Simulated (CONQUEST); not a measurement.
# MoS2 in CONQUEST: convergence with k mesh

Aim: find how far k mesh must go before the results for MoS2 settle, at PBEsol. This setting moves, with any that are tied to it; all else stays.

Program: CONQUEST 1.3. These are calculated values, not measurements. Logs are shortened: lines on timing, memory, paths and dates and some standing lists are left out, and cuts for length are marked.

## 1. The cell of the first run

The cell holds a slab with vacuum, 12 atoms: a = 3.185 Å, b = 5.516 Å, c = 21.671 Å, α = 90.00°, β = 90.00°, γ = 90.00°.

The cell isn't the ideal one: atoms moved at random.

## 2. With k mesh 1 × 1 × 1

Conquest_input

```
IO.Title MoS2
IO.Coordinates coords.dat
IO.FractionalAtomicCoords T
IO.Iprint 2
IO.Iprint_init 1
General.NumberOfSpecies 2
General.PseudopotentialType hamann
AtomMove.TypeOfRun static
AtomMove.FullStress T
Grid.GridCutoff 120
DM.SolutionMethod diagon
Diag.MPMesh T
Diag.GammaCentred T
Diag.MPMeshX 1
Diag.MPMeshY 1
Diag.MPMeshZ 1
Diag.kT 0.00183747
minE.SCTolerance 1e-6
SC.MaxIters 100
IO.AtomChargeOutput T
SC.KerkerPreCondition T
SC.KerkerFactor 0.3
SC.LinearMixingFactor 0.3
%block ChemicalSpeciesLabel
1 95.940 Mo
2 32.070 S
%endblock
```

coords.dat

```
    6.0179111844     0.0000000000     0.0000000000
    0.0000000000    10.4233279275     0.0000000000
    0.0000000000     0.0000000000    40.9513755950
12
  0.4963165000   0.1719205000   0.1490940000 1 T T T
  0.9963165000   0.6719205000   0.1490940000 1 T T T
  0.0058485000   0.3389545000   0.8515400000 1 T T T
  0.5058485000   0.8389545000   0.8515400000 1 T T T
  0.0122935000   0.3353195000   0.2215660000 2 T T T
  0.5122935000   0.8353195000   0.2215660000 2 T T T
  0.0005250000   0.6657720000   0.9226780000 2 T T T
  0.5005250000   0.1657720000   0.9226780000 2 T T T
  0.0111360000   0.3255390000   0.0763030000 2 T T T
  0.5111360000   0.8255390000   0.0763030000 2 T T T
  0.4884745000   0.1644935000   0.7816020000 2 T T T
  0.9884745000   0.6644935000   0.7816020000 2 T T T
```

Potentials or basis: PseudoDojo NC PBEsol, DZP, grid cutoff 120 Ha.

Run with:

```sh
OMP_NUM_THREADS=1 Conquest
```

Run time: 4.6 min. Hardware: 1 thread of Intel Xeon 6975P-C (Granite Rapids), shared host; peak memory 1.5 GiB.

The run did not converge.

## 3. With k mesh 2 × 1 × 1

Edit Conquest_input of step 2 so:

```diff
@@ -13,3 +13,3 @@
 Diag.GammaCentred T
-Diag.MPMeshX 1
+Diag.MPMeshX 2
 Diag.MPMeshY 1
```

coords.dat is that of step 2.

Potentials or basis: PseudoDojo NC PBEsol, DZP, grid cutoff 120 Ha.

Run with:

```sh
OMP_NUM_THREADS=1 Conquest
```

The log of the run:

```text
Simulation cell dimensions:     6.0179 a0 x    10.4233 a0 x    40.9514 a0

      Atomic coordinates (a0)
         Atom         X         Y         Z  Species
            1    2.9868    1.7920    6.1056        1
            2    5.9957    7.0036    6.1056        1
            3    0.0352    3.5330   34.8717        1
            4    3.0442    8.7447   34.8717        1
            5    0.0740    3.4951    9.0734        2
            6    3.0829    8.7068    9.0734        2
            7    0.0032    6.9396   37.7849        2
            8    3.0121    1.7279   37.7849        2
            9    0.0670    3.3932    3.1247        2
           10    3.0760    8.6049    3.1247        2
           11    2.9396    1.7146   32.0077        2
           12    5.9486    6.9262   32.0077        2

         Monkhorst-Pack mesh:   2 x   1 x   1 gamma-centred
        This calculation includes non-local pseudopotentials,
         with a maximum core radius of      7.91802317

    Job title: MoS2
    Job to be run: static calculation

[... 5 lines left out ...]
      Using Fermi-Dirac smearing

    Integration grid size:     32 x   60 x  216

    Integration grid spacing:  0.188 a0 x 0.174 a0 x 0.190 a0

    Number of species:  2
    --------------------------------------------------------
    |   #  mass (au)  Charge (e)  SF Rad (a0)  NSF  Label  |
    --------------------------------------------------------
    |   1     95.940      14.000        8.152   19  Mo     |
    |   2     32.070       6.000        6.446   13  S      |
    --------------------------------------------------------
[... 34 lines left out ...]
    PulayMixSC: Pulay iteration     2 residual:              0.23568E-02
          Harris-Foulkes Energy            :      -369.505211938948719 Ha
          (TS=0 as O(N) or entropic contribution is negligible)
          DFT Total Energy                 :      -369.497981420862402 Ha
          Total number of electrons        :       104.000067252867368
    PulayMixSC: Pulay iteration     3 residual:              0.63926E-03
          Harris-Foulkes Energy            :      -369.510906314254214 Ha
          (TS=0 as O(N) or entropic contribution is negligible)
[... 143 lines left out ...]
          Harris-Foulkes Energy            :      -369.501640798401752 Ha
          (TS=0 as O(N) or entropic contribution is negligible)
          DFT Total Energy                 :      -369.501637558311643 Ha
          Total number of electrons        :       104.000071422703670
    PulayMixSC: Pulay iteration    33 residual:              0.10875E-05
          Harris-Foulkes Energy            :      -369.501640628198857 Ha
          (TS=0 as O(N) or entropic contribution is negligible)
          DFT Total Energy                 :      -369.501637652155523 Ha
          Total number of electrons        :       104.000071406667786
    PulayMixSC: Pulay iteration    34 residual:              0.10277E-05
          Harris-Foulkes Energy            :      -369.501640341473887 Ha
          (TS=0 as O(N) or entropic contribution is negligible)
          DFT Total Energy                 :      -369.501637843802996 Ha
          Total number of electrons        :       104.000071355566917
    PulayMixSC: Pulay iteration    35 residual:              0.85068E-06
    PulayMixSC: Reached SCF tolerance of  0.85068E-06 after     35 iterations
      | Number of electrons      =       104.000071
      |* band energy as 2Tr[K.H] =       -84.934607467987973 Ha
      |  screened ion-ion energy =      -289.216805865378319 Ha
      |  Ha correction           =         3.904622107264986 Ha
      |  XC correction           =         0.745144394509066 Ha
      |* Harris-Foulkes energy   =      -369.501640341473887 Ha
      |* DFT total energy        =      -369.501637843802996 Ha
      |  estimated accuracy      =        -0.000002497670891 Ha

    force: Forces on atoms (Ha/a0)
    force:  Atom   X              Y              Z
    force:     1   0.0258442656  -0.0311475893   0.0010146269
    force:     2   0.0258442656  -0.0311475893   0.0010146269
    force:     3  -0.0202640018  -0.0073678132   0.0088560962
    force:     4  -0.0202640018  -0.0073678132   0.0088560962
    force:     5  -0.0130054635   0.0113621990   0.0069209680
    force:     6  -0.0130054635   0.0113621990   0.0069209680
    force:     7   0.0067038024   0.0030706508   0.0202777881
    force:     8   0.0067038024   0.0030706508   0.0202777881
    force:     9  -0.0131060105   0.0197624677  -0.0068270590
    force:    10  -0.0131060105   0.0197624677  -0.0068270590
    force:    11   0.0137870542   0.0039738832  -0.0299045204
    force:    12   0.0137870542   0.0039738832  -0.0299045204

    force: Maximum force :        0.03114759(Ha/a0) on atom         2 in y direction
    force: Force Residual:        0.02799779 Ha/a0
    force: Total stress:          4.08674299     0.63280996     0.43954537 GPa
                             0.63280996     1.65355388     0.62983155
                             0.43954537     0.62983155    -4.46328415
    force: Average pressure:     -0.42567091 GPa

    force: Finished force
    get_E_and_F: Change in energy during last step of electronic optimisation:  0.28672E-06

    BIBLIOGRAPHY: Please consider citing the following references in the conquest.bib file

    CONQUEST:         Bowler2002pt, Miyazaki2004, Nakata2020
    Basis:            Bowler2019
    DM:               Bowler:2006xr
    Pseudopotentials: Hamann2013, Bowler2019
    XC references from LibXC:
```

Run time: 2.2 min. Hardware: 1 thread of Intel Xeon 6975P-C (Granite Rapids), shared host; peak memory 1.8 GiB.

Results:

| Quantity | Value |
| --- | --- |
| Free energy | -10054.6519 eV |
| Largest force | 2.082 eV/Å |
| Band gap on the k mesh | 1.67 eV |
| Mulliken charges | Mo +0.45, +0.49; S -0.22, -0.24, -0.25 e |

## 4. With k mesh 3 × 2 × 1

Edit Conquest_input of step 3 so:

```diff
@@ -13,4 +13,4 @@
 Diag.GammaCentred T
-Diag.MPMeshX 2
-Diag.MPMeshY 1
+Diag.MPMeshX 3
+Diag.MPMeshY 2
 Diag.MPMeshZ 1
```

coords.dat is that of step 3.

Run with:

```sh
OMP_NUM_THREADS=1 Conquest
```

Run time: 2 min. Hardware: 1 thread of Intel Xeon 6975P-C (Granite Rapids), shared host; peak memory 1.8 GiB.

Results:

| Quantity | Value |
| --- | --- |
| Free energy | -10055.0931 eV |
| Largest force | 1.377 eV/Å |
| Band gap on the k mesh | 1.16 eV |
| Mulliken charges | Mo +0.44, +0.49; S -0.22, -0.24, -0.25 e |

## 5. With k mesh 4 × 2 × 1

Edit Conquest_input of step 4 so:

```diff
@@ -13,3 +13,3 @@
 Diag.GammaCentred T
-Diag.MPMeshX 3
+Diag.MPMeshX 4
 Diag.MPMeshY 2
```

coords.dat is that of step 4.

Run with:

```sh
OMP_NUM_THREADS=1 Conquest
```

It took 2.2 min on 1 thread of Intel Xeon 6975P-C (Granite Rapids), shared host; peak memory 1.8 GiB.

Results:

```yaml
Free_energy: -10055.1073 eV
Largest_force: 1.317 eV/Å
Band_gap_on_the_k_mesh: 1.31 eV
Mulliken_charges: Mo +0.44, +0.49; S -0.22, -0.24, -0.25 e
```

## 6. With k mesh 5 × 3 × 1

Edit Conquest_input of step 5 so:

```diff
@@ -13,4 +13,4 @@
 Diag.GammaCentred T
-Diag.MPMeshX 4
-Diag.MPMeshY 2
+Diag.MPMeshX 5
+Diag.MPMeshY 3
 Diag.MPMeshZ 1
```

coords.dat is that of step 5.

Potentials or basis: PseudoDojo NC PBEsol, DZP, grid cutoff 120 Ha.

Run with:

```sh
OMP_NUM_THREADS=1 Conquest
```

Run time: 2.2 min. Hardware: 1 thread of Intel Xeon 6975P-C (Granite Rapids), shared host; peak memory 1.8 GiB.

The run converged. Its results:

```
Free energy            : -10055.2408 eV
Largest force          : 1.315 eV/Å
Band gap on the k mesh : 1.33 eV
Mulliken charges       : Mo +0.44, +0.50; S -0.22, -0.24, -0.25 e
```

## 7. With k mesh 6 × 4 × 1

Edit Conquest_input of step 6 so:

```diff
@@ -13,4 +13,4 @@
 Diag.GammaCentred T
-Diag.MPMeshX 5
-Diag.MPMeshY 3
+Diag.MPMeshX 6
+Diag.MPMeshY 4
 Diag.MPMeshZ 1
```

coords.dat is that of step 6.

Run with:

```sh
OMP_NUM_THREADS=1 Conquest
```

Run time: 2.7 min. Hardware: 1 thread of Intel Xeon 6975P-C (Granite Rapids), shared host; peak memory 1.8 GiB.

It converged, with:

| Quantity | Value |
| --- | --- |
| Free energy | -10055.2454 eV |
| Largest force | 1.318 eV/Å |
| Band gap on the k mesh | 1.15 eV |
| Mulliken charges | Mo +0.44, +0.50; S -0.22, -0.24, -0.25 e |

## 8. With k mesh 7 × 4 × 1

Edit Conquest_input of step 7 so:

```diff
@@ -13,3 +13,3 @@
 Diag.GammaCentred T
-Diag.MPMeshX 6
+Diag.MPMeshX 7
 Diag.MPMeshY 4
```

coords.dat is that of step 7.

Run with:

```sh
OMP_NUM_THREADS=1 Conquest
```

Run time: 2.6 min. Hardware: 1 thread of Intel Xeon 6975P-C (Granite Rapids), shared host; peak memory 1.8 GiB.

Results (log left out):

```yaml
Free_energy: -10055.2470 eV
Largest_force: 1.321 eV/Å
Band_gap_on_the_k_mesh: 1.21 eV
Mulliken_charges: Mo +0.44, +0.50; S -0.22, -0.24, -0.25 e
```

## 9. With k mesh 8 × 5 × 2

Edit Conquest_input of step 8 so:

```diff
@@ -13,5 +13,5 @@
 Diag.GammaCentred T
-Diag.MPMeshX 7
-Diag.MPMeshY 4
-Diag.MPMeshZ 1
+Diag.MPMeshX 8
+Diag.MPMeshY 5
+Diag.MPMeshZ 2
 Diag.kT 0.00183747
```

coords.dat is that of step 8.

Potentials or basis: PseudoDojo NC PBEsol, DZP, grid cutoff 120 Ha.

Run with:

```sh
OMP_NUM_THREADS=1 Conquest
```

Wall time 4.7 min (1 thread of Intel Xeon 6975P-C (Granite Rapids), shared host); peak memory 1.8 GiB.

Results (log left out):

```
Free energy            : -10055.2488 eV
Largest force          : 1.321 eV/Å
Band gap on the k mesh : 1.23 eV
Mulliken charges       : Mo +0.44, +0.50; S -0.22, -0.24, -0.25 e
```

## 10. With k mesh 10 × 6 × 2

Edit Conquest_input of step 9 so:

```diff
@@ -13,4 +13,4 @@
 Diag.GammaCentred T
-Diag.MPMeshX 8
-Diag.MPMeshY 5
+Diag.MPMeshX 10
+Diag.MPMeshY 6
 Diag.MPMeshZ 2
```

coords.dat is that of step 9.

Run with:

```sh
OMP_NUM_THREADS=1 Conquest
```

Run time: 6.9 min. Hardware: 1 thread of Intel Xeon 6975P-C (Granite Rapids), shared host; peak memory 1.8 GiB.

Results (log left out):

```yaml
Free_energy: -10055.2493 eV
Largest_force: 1.321 eV/Å
Band_gap_on_the_k_mesh: 1.18 eV
Mulliken_charges: Mo +0.44, +0.50; S -0.22, -0.24, -0.25 e
```

## 11. With k mesh 12 × 7 × 2

Edit Conquest_input of step 10 so:

```diff
@@ -13,4 +13,4 @@
 Diag.GammaCentred T
-Diag.MPMeshX 10
-Diag.MPMeshY 6
+Diag.MPMeshX 12
+Diag.MPMeshY 7
 Diag.MPMeshZ 2
```

coords.dat is that of step 10.

Run with:

```sh
OMP_NUM_THREADS=1 Conquest
```

Run time: 8 min. Hardware: 1 thread of Intel Xeon 6975P-C (Granite Rapids), shared host; peak memory 1.8 GiB.

Results (log left out):

* Free energy: -10055.2493 eV
* Largest force: 1.321 eV/Å
* Band gap on the k mesh: 1.15 eV
* Mulliken charges: Mo +0.44, +0.50; S -0.22, -0.24, -0.25 e

## 12. Result

| k mesh | energy less the tightest run, at zero smearing (meV/atom) | largest force (eV/Å) | gap on the mesh (eV) | SCF cycles | CPU time (s) | peak memory (GiB) |
| --- | --- | --- | --- | --- | --- | --- |
| 1 × 1 × 1 | not converged | - | - | - | - | - |
| 2 × 1 × 1 | 49.79 | 2.082 | 1.671 | 35 | 130 | 1.8 |
| 3 × 2 × 1 | 13.02 | 1.377 | 1.163 | 28 | 120 | 1.8 |
| 4 × 2 × 1 | 11.83 | 1.317 | 1.312 | 30 | 130 | 1.8 |
| 5 × 3 × 1 | 0.71 | 1.315 | 1.326 | 29 | 130 | 1.8 |
| 6 × 4 × 1 | 0.32 | 1.318 | 1.151 | 30 | 160 | 1.8 |
| 7 × 4 × 1 | 0.19 | 1.321 | 1.211 | 30 | 150 | 1.8 |
| 8 × 5 × 2 | 0.05 | 1.321 | 1.230 | 30 | 280 | 1.8 |
| 10 × 6 × 2 | 0.00 | 1.321 | 1.179 | 30 | 410 | 1.8 |
| 12 × 7 × 2 | 0.00 | 1.321 | 1.151 | 30 | 480 | 1.8 |

Against the tightest run, the energy stays within 1 meV/atom from 5 × 3 × 1 on; the largest force stays within 0.005 eV/Å from 6 × 4 × 1 on. Not settled before the last step: the gap on the mesh (to 0.01 eV). Meshes of other sizes hit other points, so gaps and Fermi surfaces needn't settle smoothly. The tightest run that finished is the yardstick and may itself not be fully converged.

Caveats: the basis of atomic orbitals isn't converged, which shifts pressures, moduli and gaps.
